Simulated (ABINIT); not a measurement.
# BaTiO3 (P1) in ABINIT: reference runs

How does BaTiO3 come out in PBE? The cell is run as given.

All numbers are computed with ABINIT 10.8.3 (patched build); they aren't measurements. Logs are shortened: lines on timing, memory, paths and dates and some standing lists are left out, and cuts for length are marked. The log counts tension as positive stress, the text compression.

### 1 The crystal as given

The typed cell holds 5 atoms: a = 4.007 Å, b = 4.007 Å, c = 4.007 Å, α = 90.00°, β = 90.00°, γ = 90.00°.

### 2 Single point, PBE

File run.abi:

```
pp_dirpath "./"
pseudos "Ba.GGA_PBE-JTH.xml, Ti.GGA_PBE-JTH.xml, O.GGA_PBE-JTH.xml"

acell 3*1.0
rprim
     7.5726994992     0.0000000000     0.0000000000
     0.0000000000     7.5726994992     0.0000000000
     0.0000000000     0.0000000000     7.5726994992
ntypat 3
znucl 56 22 8
natom 5
typat 1 2 3 3 3
xred
     0.5090294500     0.4552911200     0.5066787400
     0.9437351000     0.0699797700     0.9543125000
     0.5205349200     0.0068319800     0.0554319400
     0.0126470200     0.4919678200     0.0527235900
     0.0140535100     0.9759293100     0.4308532400
chkprim 0
chksymtnons 0
tolsym 1.0e-6

ecut 23.0
pawecutdg 45.0
pawxcdev 0
pawovlp 30

kptopt 1
ngkpt 7 7 7
nshiftk 1
shiftk 0.0 0.0 0.0

ixc 11

nband 24
occopt 3
tsmear 0.00183747

nstep 100
tolvrs 1.0e-9

iomode 3
prtwf 0
prtden 0
prteig 0
prtebands 0
enunit 1
```

Potentials or basis: JTH PAW PBE v2.0.

Command:

```sh
$ mpirun --bind-to none -np 4 abinit run.abi > log 2>&1
```

run.abo:

```text
.Version 10.8.3 of ABINIT
 Symmetries : space group P1 (#  1); Bravais aP (primitive triclinic)
================================================================================
 Values of the parameters that define the memory need of the present run
     intxc =       0    ionmov =       0      iscf =      17    lmnmax =      18
     lnmax =       6     mgfft =      36  mpssoang =       3    mqgrid =    3001
     natom =       5  nloc_mem =       2    nspden =       1   nspinor =       1
    nsppol =       1      nsym =       1    n1xccc =       1    ntypat =       3
    occopt =       3   xclevel =       2
       mpw =        2302          nfft =       46656          nkpt =         172
Pmy_natom=         2
 PAW method is used; the additional fine FFT grid is defined by:
   mgfftf=        48    nfftf =    110592
================================================================================
================================================================================

--------------------------------------------------------------------------------
------------- Echo of variables that govern the present computation ------------
--------------------------------------------------------------------------------
 -outvars: echo values of preprocessed input variables --------
            acell      1.0000000000E+00  1.0000000000E+00  1.0000000000E+00 Bohr
              amu      1.37327000E+02  4.78800000E+01  1.59994000E+01
          chkprim           0
      chksymtnons           0
             ecut      2.30000000E+01 Hartree
           enunit           1
                       outvar_i_n : Printing only first  50 k-points.
              ixc          11
                       outvar_i_n : Printing only first  50 k-points.
         kptrlatt        7    0    0      0    7    0      0    0    7
          kptrlen      5.30088965E+01
            natom           5
            nband          24
            ngfft          36      36      36
          ngfftdg          48      48      48
             nkpt         172
            nstep         100
             nsym           1
           ntypat           3
                       prtocc : prtvol=0, do not print more k-points.
           occopt           3
        pawecutdg      4.50000000E+01 Hartree
          pawovlp      3.0000000000E+01
         pawxcdev           0
           prtden           0
        prtebands           0
           prteig           0
            prtwf           0
            rprim      7.5726994992E+00  0.0000000000E+00  0.0000000000E+00
                       0.0000000000E+00  7.5726994992E+00  0.0000000000E+00
                       0.0000000000E+00  0.0000000000E+00  7.5726994992E+00
          spgroup           1
           tolsym      1.00000000E-06
           tolvrs      1.00000000E-09
           tsmear      1.83747000E-03 Hartree
            typat      1  2  3  3  3
           useylm           1
                       outvars : Printing only first  50 k-points.
           xangst      2.0398337136E+00  1.8244881039E+00  2.0304137134E+00
                       3.7818296637E+00  2.8042993213E-01  3.8242164786E+00
                       2.0859395835E+00  2.7377793435E-02  2.2213241301E-01
                       5.0680403212E-02  1.9714626437E+00  2.1127924206E-01
                       5.6316630585E-02  3.9108415213E+00  1.7265581875E+00
            xcart      3.8547270611E+00  3.4477828364E+00  3.8369258407E+00
                       7.1466223191E+00  5.2993576923E-01  7.2267217908E+00
                       3.9418545280E+00  5.1736531525E-02  4.1976942428E-01
                       9.5772082020E-02  3.7255244641E+00  3.9925990359E-01
                       1.0642300814E-01  7.3904193971E+00  3.2627221148E+00
             xred      5.0902945000E-01  4.5529112000E-01  5.0667874000E-01
                       9.4373510000E-01  6.9979770000E-02  9.5431250000E-01
                       5.2053492000E-01  6.8319800000E-03  5.5431940000E-02
                       1.2647020000E-02  4.9196782000E-01  5.2723590000E-02
                       1.4053510000E-02  9.7592931000E-01  4.3085324000E-01
            znucl       56.00000   22.00000    8.00000

================================================================================

 chkinp: Checking input parameters for consistency.

================================================================================
== DATASET  1 ==================================================================

--- !DatasetInfo
iteration_state: {dtset: 1, }
dimensions: {natom: 5, nkpt: 172, mband: 24, nsppol: 1, nspinor: 1, nspden: 1, mpw: 2302, }
cutoff_energies: {ecut:  23.0, pawecutdg:  45.0, }
electrons: {nelect:   4.00000000E+01, charge:   0.00000000E+00, occopt:   3.00000000E+00, tsmear:   1.83747000E-03, }
meta: {optdriver: 0, ionmov: 0, optcell: 0, iscf: 17, paral_kgb: 0, }
...

 Exchange-correlation functional for the present dataset will be:
  GGA: Perdew-Burke-Ernzerhof functional - ixc=11
  J.P.Perdew, K.Burke, M.Ernzerhof, PRL 77, 3865 (1996)

 Real(R)+Recip(G) space primitive vectors, cartesian coordinates (Bohr,Bohr^-1):
 R(1)=  7.5726995  0.0000000  0.0000000  G(1)=  0.1320533  0.0000000  0.0000000
 R(2)=  0.0000000  7.5726995  0.0000000  G(2)=  0.0000000  0.1320533  0.0000000
 R(3)=  0.0000000  0.0000000  7.5726995  G(3)=  0.0000000  0.0000000  0.1320533
 Unit cell volume ucvol=  4.3426234E+02 bohr^3
 Angles (23,13,12)=  9.00000000E+01  9.00000000E+01  9.00000000E+01 degrees

 Coarse grid specifications (used for wave-functions):

[... 80 lines left out ...]
- [  7.5726995,   0.0000000,   0.0000000, ]
- [  0.0000000,   7.5726995,   0.0000000, ]
- [  0.0000000,   0.0000000,   7.5726995, ]
lattice_lengths: [   7.57270,    7.57270,    7.57270, ]
lattice_angles: [ 90.000,  90.000,  90.000, ] # degrees, (23, 13, 12)
lattice_volume:   4.3426234E+02
convergence: {deltae: -1.103E-11, res2:  8.500E-10, residm:  3.813E-04, diffor: null, }
etotal    :  -1.33186255E+02
entropy   :   0.00000000E+00
fermie    :   2.07814212E-01
cartesian_stress_tensor: # hartree/bohr^3
- [ -6.34766670E-04,   6.77308964E-05,  -6.11702091E-05, ]
- [  6.77308964E-05,  -5.67722040E-04,   4.05045537E-05, ]
- [ -6.11702091E-05,   4.05045537E-05,  -1.72253465E-04, ]
pressure_GPa:   1.3482E+01
xred      :
- [  5.0903E-01,   4.5529E-01,   5.0668E-01, Ba]
- [  9.4374E-01,   6.9980E-02,   9.5431E-01, Ti]
- [  5.2053E-01,   6.8320E-03,   5.5432E-02,  O]
- [  1.2647E-02,   4.9197E-01,   5.2724E-02,  O]
- [  1.4054E-02,   9.7593E-01,   4.3085E-01,  O]
cartesian_forces: # hartree/bohr
- [ -1.95429528E-02,   4.03869698E-02,  -1.35862620E-02, ]
- [  5.04537685E-02,  -6.47058815E-02,   2.69165709E-02, ]
- [ -2.20079923E-02,  -2.04187650E-03,  -4.38898377E-02, ]
- [ -4.54568522E-03,   1.36822392E-02,  -4.20002898E-02, ]
- [ -4.35713812E-03,   1.26785491E-02,   7.25598186E-02, ]
force_length_stats: {min:   4.44059823E-02, max:   8.63535503E-02, mean:   6.01134508E-02, }
...

 Integrated electronic density in atomic spheres:
 ------------------------------------------------
 Atom  Sphere_radius  Integrated_density
    1        2.31519          6.55989993
    2        2.30803         10.60350849
    3        1.41465          4.57421344
    4        1.41465          4.58665421
    5        1.41465          4.54489292

================================================================================

 ----iterations are completed or convergence reached----

 Mean square residual over all n,k,spin=   39.984E-08; max=  38.133E-05
 reduced coordinates (array xred) for    5 atoms
       0.509029450000      0.455291120000      0.506678740000
       0.943735100000      0.069979770000      0.954312500000
       0.520534920000      0.006831980000      0.055431940000
       0.012647020000      0.491967820000      0.052723590000
       0.014053510000      0.975929310000      0.430853240000
 rms dE/dt=  2.7294E-01; max dE/dt=  4.8993E-01; dE/dt below (all hartree)
    1       0.148085986475     -0.305910331047      0.103098947008
    2      -0.381978150277      0.489926251666     -0.203616835042
    3       0.166752989694      0.015390572083      0.332578820237
    4       0.034516185437     -0.103683430826      0.318269841387
    5       0.033088374884     -0.096082787252     -0.549259433928

 cartesian coordinates (angstrom) at end:
    1      2.03983371359769     1.82448810393515     2.03041371342110
    2      3.78182966365795     0.28042993213028     3.82421647864912
    3      2.08593958349734     0.02737779343538     0.22213241301093
    4      0.05068040321153     1.97146264374519     0.21127924206331
    5      0.05631663058470     3.91084152130320     1.72655818747775

 cartesian forces (hartree/bohr) at end:
    1     -0.01954295284633     0.04038696979912    -0.01358626195147
    2      0.05045376850881    -0.06470588154112     0.02691657090000
    3     -0.02200799232414    -0.00204187650120    -0.04388983774411
    4     -0.00454568522066     0.01368223917536    -0.04200028978937
    5     -0.00435713811769     0.01267854906784     0.07255981858494
 frms,max,avg= 3.6042516E-02 7.2559819E-02  -1.229E-05  9.501E-06 -2.829E-05 h/b

 cartesian forces (eV/Angstrom) at end:
    1     -1.00493904063197     2.07678148758308    -0.69863367929307
    2      2.59443709045452    -3.32731020897888     1.38410572598984
    3     -1.13169646707781    -0.10499751129428    -2.25690619953292
    4     -0.23374853230141     0.70356902657954    -2.15974173703872
    5     -0.22405305044333     0.65195720611055     3.73117588987486
 frms,max,avg= 1.8533807E+00 3.7311759E+00  -6.320E-04  4.885E-04 -1.455E-03 e/A
 length scales=  1.000000000000  1.000000000000  1.000000000000 bohr
              =  0.529177210544  0.529177210544  0.529177210544 angstroms
 Fermi (or HOMO) energy (eV) =   5.65491   Average Vxc (eV)= -11.26552
 Eigenvalues (   eV  ) for nkpt= 172  k points:
 kpt#   1, nband= 24, wtk=  0.00292, kpt=  0.0000  0.0000  0.0000 (reduced coord)
 -51.79048  -28.21516  -28.19263  -28.04893  -20.90861  -12.74386  -12.03548  -11.43429
  -6.16115   -6.07731   -5.96703    1.23792    1.37279    1.94453    2.21716    2.36173
   2.78595    3.34271    3.83931    4.00464    7.26452    7.57431    7.81433    9.06310
 prteigrs : prtvol=0 or 1, do not print more k-points.

--- !EnergyTerms
iteration_state     : {dtset: 1, }
comment             : Components of total free energy in Hartree
kinetic             :  3.99176030764827E+01
hartree             :  3.06361940140023E+01
xc                  : -2.19083891411912E+01
Ewald energy        : -1.02417688286198E+02
psp_core            :  9.29922855316367E+00
local_psp           : -9.26513031209308E+01
PAW spherical_terms :  3.93810153058019E+00
internal            : -1.33186253374091E+02
'-kT*entropy'       : -4.12156909066256E-14
total_energy        : -1.33186253374091E+02
total_energy_eV     : -3.62418258321747E+03
...

--- !EnergyTermsDC
iteration_state     : {dtset: 1, }
comment             : '"Double-counting" decomposition of free energy'
band_energy         : -1.41110578756207E+01
Ewald energy        : -1.02417688286198E+02
psp_core            :  9.29922855316367E+00
xc_dc               : -2.89114474738783E+01
PAW spherical_terms :  2.95470963850630E+00
internal            : -1.33186255444027E+02
'-kT*entropy'       : -4.12156909066256E-14
total_energy_dc     : -1.33186255444027E+02
total_energy_dc_eV  : -3.62418263954330E+03
...

--- !EnergyTermsWithPAWCore
iteration_state     : {dtset: 1, }
comment             : 'Components of total free energy, including PAW core contributions'
Total energy        : -9.21548735963941E+03
Total energy DC     : -9.21548736170934E+03
Total energy (eV)   : -2.50766185988104E+05
Total energy DC (eV): -2.50766186044429E+05
...

 Cartesian components of stress tensor (hartree/bohr^3)
  sigma(1 1)= -6.34766670E-04  sigma(3 2)=  4.05045537E-05
  sigma(2 2)= -5.67722040E-04  sigma(3 1)= -6.11702091E-05
  sigma(3 3)= -1.72253465E-04  sigma(2 1)=  6.77308964E-05

-Cartesian components of stress tensor (GPa)         [Pressure=  1.3482E+01 GPa]
- sigma(1 1)= -1.86754802E+01  sigma(3 2)=  1.19168511E+00
- sigma(2 2)= -1.67029591E+01  sigma(3 1)= -1.79968969E+00
- sigma(3 3)= -5.06787191E+00  sigma(2 1)=  1.99271177E+00

== END DATASET(S) ==============================================================
================================================================================

 -outvars: echo values of variables after computation  --------
            acell      1.0000000000E+00  1.0000000000E+00  1.0000000000E+00 Bohr
           etotal     -1.3318625544E+02
            fcart     -1.9542952846E-02  4.0386969799E-02 -1.3586261951E-02
                       5.0453768509E-02 -6.4705881541E-02  2.6916570900E-02
                      -2.2007992324E-02 -2.0418765012E-03 -4.3889837744E-02
                      -4.5456852207E-03  1.3682239175E-02 -4.2000289789E-02
                      -4.3571381177E-03  1.2678549068E-02  7.2559818585E-02
            rprim      7.5726994992E+00  0.0000000000E+00  0.0000000000E+00
                       0.0000000000E+00  7.5726994992E+00  0.0000000000E+00
                       0.0000000000E+00  0.0000000000E+00  7.5726994992E+00
           strten     -6.3476666988E-04 -5.6772204024E-04 -1.7225346497E-04
                       4.0504553718E-05 -6.1170209123E-05  6.7730896388E-05
           xangst      2.0398337136E+00  1.8244881039E+00  2.0304137134E+00
                       3.7818296637E+00  2.8042993213E-01  3.8242164786E+00
                       2.0859395835E+00  2.7377793435E-02  2.2213241301E-01
                       5.0680403212E-02  1.9714626437E+00  2.1127924206E-01
                       5.6316630585E-02  3.9108415213E+00  1.7265581875E+00
             xred      5.0902945000E-01  4.5529112000E-01  5.0667874000E-01
                       9.4373510000E-01  6.9979770000E-02  9.5431250000E-01
                       5.2053492000E-01  6.8319800000E-03  5.5431940000E-02
                       1.2647020000E-02  4.9196782000E-01  5.2723590000E-02
                       1.4053510000E-02  9.7592931000E-01  4.3085324000E-01
 Calculation completed.
```

Run time: 1.9 min. Hardware: 4 MPI ranks of Arm Neoverse V2, shared host; peak memory 0.68 GiB.

What came out:

| Item | Value |
| --- | --- |
| Free energy | -3624.1826 eV |
| Pressure | 13.5 GPa |
| Largest force | 4.440 eV/Å |
| Band gap on the k mesh | 2.78 eV, indirect (least direct gap 2.95 eV) |

Forces in eV/Å, atoms in the order of the input:
```
Ba  -1.005  2.077 -0.699
Ti   2.594 -3.327  1.384
O   -1.132 -0.105 -2.257
O   -0.234  0.704 -2.160
O   -0.224  0.652  3.731
```

Caveat: this set's barium file shifts pressures by 1.5 GPa and gaps by 0.1 eV against other sets; spin-orbit coupling is left out, which moves the levels of the heavy elements; an odd mesh through Γ misses points on the zone boundary, where band edges often lie; forces of over 1 eV/Å show positions far from the minimum, so gaps and moduli don't describe the material at rest; the atomic spheres overlap.
